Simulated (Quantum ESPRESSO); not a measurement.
# HfC (Fm-3m) in Quantum ESPRESSO: convergence with number of bands

Aim: find how far number of bands must go before the results for HfC settle, at PBEsol. This setting moves, with any that are tied to it; all else stays.

Program: Quantum ESPRESSO 7.5. These are calculated values, not measurements. Logs are shortened: lines on timing, memory, paths and dates and some standing lists are left out, and cuts for length are marked.

**1. Starting point**

Symmetry: Fm-3m, No. 225, cubic system. The conventional cell has a = 4.650 Å, b = 4.650 Å, c = 4.650 Å, α = 90.00°, β = 90.00°, γ = 90.00°. Hf (site symmetry m-3m) is surrounded by 6 C at 2.33 Å. C (site symmetry m-3m) has 6 Hf at 2.33 Å as nearest neighbours.

**2. With number of bands 10**

File pw.in:

```
&CONTROL
  calculation = 'scf'
  prefix = 'pwscf'
  outdir = './tmp'
  pseudo_dir = './pseudo'
  tprnfor = .true.
  tstress = .true.
  disk_io = 'nowf'
/
&SYSTEM
  ibrav = 0
  nat = 2
  ntyp = 2
  ecutwfc = 45
  ecutrho = 360
  nbnd = 10
  occupations = 'smearing'
  smearing = 'fd'
  degauss = 0.00999582
/
&ELECTRONS
  conv_thr = 4d-10
  electron_maxstep = 120
  mixing_beta = 0.5
/
ATOMIC_SPECIES
Hf   178.4900 hf_pbesol_v1.uspp.F.UPF
C     12.0110 c_pbesol_v1.2.uspp.F.UPF
CELL_PARAMETERS angstrom
   0.0000000000    2.3250000000    2.3250000000
   2.3250000000    0.0000000000    2.3250000000
   2.3250000000    2.3250000000    0.0000000000
ATOMIC_POSITIONS crystal
Hf     0.5000000000    0.5000000000    0.5000000000
C      0.0000000000    0.0000000000    0.0000000000
K_POINTS automatic
10 10 10 0 0 0
```

Potentials or basis: GBRV 1.5 PBEsol.

Run with:

```bash
$ OMP_NUM_THREADS=1 pw.x -in pw.in > pw.out
```

pw.out:

```text
This program is part of the open-source Quantum ESPRESSO suite
     for quantum simulation of materials; please cite
[... 9 lines left out ...]
     --------------------
     sticks:   dense  smooth     PW     G-vecs:    dense   smooth      PW
     Sum         955     475    151                19603     6879    1243

     Using Slab Decomposition

     bravais-lattice index     =            0
     lattice parameter (alat)  =       6.2135  a.u.
     unit-cell volume          =     169.6272 (a.u.)^3
     number of atoms/cell      =            2
     number of atomic types    =            2
     number of electrons       =        16.00
     number of Kohn-Sham states=           10
     kinetic-energy cutoff     =      45.0000  Ry
     charge density cutoff     =     360.0000  Ry
     scf convergence threshold =      4.0E-10
     mixing beta               =       0.5000
     number of iterations used =            8  plain     mixing
     Exchange-correlation= SLA  PW   PSX  PSC
                           (   1   4  10   8   0   0   0)

     celldm(1)=   6.213507  celldm(2)=   0.000000  celldm(3)=   0.000000
     celldm(4)=   0.000000  celldm(5)=   0.000000  celldm(6)=   0.000000

     crystal axes: (cart. coord. in units of alat)
               a(1) = (   0.000000   0.707107   0.707107 )
               a(2) = (   0.707107   0.000000   0.707107 )
               a(3) = (   0.707107   0.707107   0.000000 )

     reciprocal axes: (cart. coord. in units 2 pi/alat)
               b(1) = ( -0.707107  0.707107  0.707107 )
               b(2) = (  0.707107 -0.707107  0.707107 )
               b(3) = (  0.707107  0.707107 -0.707107 )

     PseudoPot. # 1 for Hf read from file:
     hf_pbesol_v1.uspp.F.UPF
     Pseudo is Ultrasoft + core correction, Zval = 12.0
     Generated by new atomic code, or converted to UPF format
     Using radial grid of  921 points,  8 beta functions with:
                l(1) =   0
                l(2) =   0
                l(3) =   0
                l(4) =   1
                l(5) =   1
                l(6) =   2
                l(7) =   2
                l(8) =   3
     Q(r) pseudized with  6 coefficients,  rinner =    1.200   1.200   1.200
                                                       1.200   1.200   1.200
                                                       1.200

     PseudoPot. # 2 for C  read from file:
     c_pbesol_v1.2.uspp.F.UPF
     Pseudo is Ultrasoft + core correction, Zval =  4.0
     Generated by new atomic code, or converted to UPF format
     Using radial grid of  721 points,  4 beta functions with:
                l(1) =   0
                l(2) =   0
                l(3) =   1
                l(4) =   1
     Q(r) pseudized with  8 coefficients,  rinner =    1.100   1.100   1.100

     atomic species   valence    mass     pseudopotential
     Hf               12.00   178.49000     Hf( 1.00)
     C                 4.00    12.01100     C ( 1.00)

     48 Sym. Ops., with inversion, found

   Cartesian axes

     site n.     atom                  positions (alat units)
         1        Hf     tau(   1) = (   0.7071068   0.7071068   0.7071068  )
         2        C      tau(   2) = (   0.0000000   0.0000000   0.0000000  )

     number of k points=    47  Fermi-Dirac smearing, width (Ry)=  0.0100
                       cart. coord. in units 2pi/alat
        k(    1) = (   0.0000000   0.0000000   0.0000000), wk =   0.0020000
        k(    2) = (   0.0707107   0.0707107  -0.0707107), wk =   0.0160000
        k(    3) = (   0.1414214   0.1414214  -0.1414214), wk =   0.0160000
        k(    4) = (   0.2121320   0.2121320  -0.2121320), wk =   0.0160000
        k(    5) = (   0.2828427   0.2828427  -0.2828427), wk =   0.0160000
        k(    6) = (  -0.3535534  -0.3535534   0.3535534), wk =   0.0080000
[... 39 lines left out ...]
        k(   46) = (  -0.0707107  -0.3535534   0.6363961), wk =   0.0480000
        k(   47) = (  -0.7071068   0.2828427   0.0000000), wk =   0.0240000

     Dense  grid:    19603 G-vectors     FFT dimensions: (  40,  40,  40)

     Smooth grid:     6879 G-vectors     FFT dimensions: (  27,  27,  27)

     Initial potential from superposition of free atoms

     starting charge      14.0000, renormalised to      16.0000

     negative rho (up, down):  1.232E-01 0.000E+00
     Starting wfcs are   17 randomized atomic wfcs

     Self-consistent Calculation

     iteration #  1     ecut=    45.00 Ry     beta= 0.50
     Davidson diagonalization with overlap
     ethr =  1.00E-02,  avg # of iterations =  2.0

     negative rho (up, down):  1.132E-01 0.000E+00

     total energy              =    -169.50401034 Ry
     estimated scf accuracy    <       2.56378470 Ry

     iteration #  2     ecut=    45.00 Ry     beta= 0.50
     Davidson diagonalization with overlap
     ethr =  1.00E-02,  avg # of iterations =  3.1
[... 87 lines left out ...]
     iteration # 12     ecut=    45.00 Ry     beta= 0.50
     Davidson diagonalization with overlap
     ethr =  9.79E-12,  avg # of iterations =  2.1

     negative rho (up, down):  1.149E-01 0.000E+00

     End of self-consistent calculation

          k = 0.0000 0.0000 0.0000 (   893 PWs)   bands (ev):

   -45.5961 -14.0610 -14.0610 -14.0610   3.1107  16.4063  16.4063  16.4063
    16.7489  16.7489

          k = 0.0707 0.0707-0.0707 (   881 PWs)   bands (ev):

   -45.5922 -14.1308 -14.0677 -14.0677   3.3619  15.0186  15.4080  15.4080
    17.1629  17.1629

          k = 0.1414 0.1414-0.1414 (   875 PWs)   bands (ev):
[... 131 lines left out ...]
   -45.5429 -14.6367 -14.3189 -14.2809   5.1748  12.5527  13.2917  14.8812
    15.5505  21.2674

          k = 0.0000-0.5657 0.5657 (   862 PWs)   bands (ev):

   -45.5421 -14.5966 -14.4036 -14.2581   5.4847  12.3742  12.6914  14.1379
    16.3369  21.7698

          k =-0.7071 0.0000 0.0000 (   846 PWs)   bands (ev):

   -45.5416 -14.6639 -14.2964 -14.2964   5.0309  12.7949  13.5703  15.3017
    15.3017  20.7112

          k = 0.2828 0.1414 0.0000 (   864 PWs)   bands (ev):

   -45.5739 -14.3675 -14.1703 -14.1066   4.5388  12.1786  14.0082  14.0107
    16.7847  19.6035

          k = 0.3536 0.2121-0.0707 (   867 PWs)   bands (ev):

   -45.5628 -14.5132 -14.2222 -14.1289   5.3362  11.2228  13.1021  13.4574
    17.4833  20.0426

          k =-0.2828-0.4243 0.5657 (   867 PWs)   bands (ev):
[... 41 lines left out ...]
   -45.5429 -14.5852 -14.3874 -14.2728   5.5791  12.1721  12.7803  13.5853
    17.0059  20.9339

          k = 0.0000-0.4243 0.5657 (   859 PWs)   bands (ev):

   -45.5434 -14.5091 -14.4903 -14.2413   5.8946  11.5198  12.6462  13.2455
    18.0665  20.0774

          k =-0.7071 0.1414 0.0000 (   854 PWs)   bands (ev):

   -45.5416 -14.6297 -14.3325 -14.3010   5.2617  12.7368  13.1549  14.1105
    16.2261  21.5977

          k =-0.1414-0.4243 0.7071 (   878 PWs)   bands (ev):

   -45.5450 -14.5585 -14.3993 -14.2520   5.8271  11.5380  12.7896  13.1147
    18.0681  20.1524

          k =-0.0707-0.3536 0.6364 (   868 PWs)   bands (ev):

   -45.5429 -14.5268 -14.4502 -14.2739   5.8793  11.7120  12.6732  13.0214
    19.0109  19.0546

          k =-0.7071 0.2828 0.0000 (   876 PWs)   bands (ev):

   -45.5416 -14.5394 -14.4259 -14.3084   5.7003  12.6208  12.6581  12.7539
    18.0371  20.0408

     the Fermi energy is    15.3797 ev

!    total energy              =    -170.15820124 Ry
     estimated scf accuracy    <          2.4E-10 Ry
     smearing contrib. (-TS)   =      -0.00146786 Ry
     internal energy E=F+TS    =    -170.15673339 Ry

     The total energy is F=E-TS. E is the sum of the following terms:
     one-electron contribution =      -8.56434886 Ry
     hartree contribution      =      12.74223803 Ry
     xc contribution           =     -78.94704028 Ry
     ewald contribution        =     -95.38758228 Ry

     convergence has been achieved in  12 iterations

     negative rho (up, down):  1.149E-01 0.000E+00

     Forces acting on atoms (cartesian axes, Ry/au):

     atom    1 type  1   force =     0.00000000    0.00000000    0.00000000
     atom    2 type  2   force =    -0.00000000    0.00000000    0.00000000

     Total force =     0.000000     Total SCF correction =     0.000000

     Computing stress (Cartesian axis) and pressure

     negative rho (up, down):  1.149E-01 0.000E+00
          total   stress  (Ry/bohr**3)                   (kbar)     P=      -62.66
  -0.00042597  -0.00000000  -0.00000000          -62.66       -0.00       -0.00
  -0.00000000  -0.00042597   0.00000000           -0.00      -62.66        0.00
   0.00000000   0.00000000  -0.00042597            0.00        0.00      -62.66

=------------------------------------------------------------------------------=
   JOB DONE.
=------------------------------------------------------------------------------=
```

Wall time 16 s (1 thread of Arm Neoverse V1, shared host); peak memory 0.17 GiB.

Results:

| Quantity | Value |
| --- | --- |
| Free energy | -2315.1203 eV |
| Pressure | -6.3 GPa |
| Band gap on the k mesh | none (metal or under the smearing width) |

**3. With number of bands 11**

Changes to pw.in since step 2:

```diff
@@ -15,3 +15,3 @@
   ecutrho = 360
-  nbnd = 10
+  nbnd = 11
   occupations = 'smearing'
```

Potentials or basis: GBRV 1.5 PBEsol.

Run with:

```bash
$ OMP_NUM_THREADS=1 pw.x -in pw.in > pw.out
```

It took 15 s on 1 thread of Arm Neoverse V1, shared host; peak memory 0.17 GiB.

Results:

```yaml
Free_energy: -2315.1203 eV
Pressure: -6.3 GPa
Band_gap_on_the_k_mesh: none (metal or under the smearing width)
```

**4. With number of bands 12**

Changes to pw.in since step 3:

```diff
@@ -15,3 +15,3 @@
   ecutrho = 360
-  nbnd = 11
+  nbnd = 12
   occupations = 'smearing'
```

Run with:

```bash
$ OMP_NUM_THREADS=1 pw.x -in pw.in > pw.out
```

It took 15 s on 1 thread of Arm Neoverse V1, shared host; peak memory 0.17 GiB.

Results:

```yaml
Free_energy: -2315.1203 eV
Pressure: -6.3 GPa
Band_gap_on_the_k_mesh: none (metal or under the smearing width)
```

**5. With number of bands 14**

Changes to pw.in since step 4:

```diff
@@ -15,3 +15,3 @@
   ecutrho = 360
-  nbnd = 12
+  nbnd = 14
   occupations = 'smearing'
```

Run with:

```bash
$ OMP_NUM_THREADS=1 pw.x -in pw.in > pw.out
```

It took 15 s on 1 thread of Arm Neoverse V1, shared host; peak memory 0.17 GiB.

The run converged. Its results:

| Property | Result |
| --- | --- |
| Free energy | -2315.1203 eV |
| Pressure | -6.3 GPa |
| Band gap on the k mesh | none (metal or under the smearing width) |

**6. With number of bands 18**

Changes to pw.in since step 5:

```diff
@@ -15,3 +15,3 @@
   ecutrho = 360
-  nbnd = 14
+  nbnd = 18
   occupations = 'smearing'
```

Potentials or basis: GBRV 1.5 PBEsol.

Run with:

```bash
$ OMP_NUM_THREADS=1 pw.x -in pw.in > pw.out
```

It took 17 s on 1 thread of Arm Neoverse V1, shared host; peak memory 0.18 GiB.

Results (log left out):

| Property | Result |
| --- | --- |
| Free energy | -2315.1203 eV |
| Pressure | -6.3 GPa |
| Band gap on the k mesh | none (metal or under the smearing width) |

**7. With number of bands 26**

Changes to pw.in since step 6:

```diff
@@ -15,3 +15,3 @@
   ecutrho = 360
-  nbnd = 18
+  nbnd = 26
   occupations = 'smearing'
```

Run with:

```bash
$ OMP_NUM_THREADS=1 pw.x -in pw.in > pw.out
```

It took 22 s on 1 thread of Arm Neoverse V1, shared host; peak memory 0.18 GiB.

The run converged. Its results:

```
Free energy            : -2315.1203 eV
Pressure               : -6.3 GPa
Band gap on the k mesh : none (metal or under the smearing width)
```

**8. Result**

| number of bands | energy less the tightest run, at zero smearing (meV/atom) | SCF cycles | CPU time (s) | peak memory (GiB) |
| --- | --- | --- | --- | --- |
| 10 | 0.00 | 12 | 16 | 0.17 |
| 11 | 0.00 | 10 | 15 | 0.17 |
| 12 | 0.00 | 10 | 15 | 0.17 |
| 14 | 0.00 | 9 | 15 | 0.17 |
| 18 | 0.00 | 9 | 17 | 0.18 |
| 26 | 0.00 | 9 | 22 | 0.18 |

Against the tightest run, the energy stays within 1 meV/atom from 10 on. The tightest run that finished is the yardstick and may itself not be fully converged.
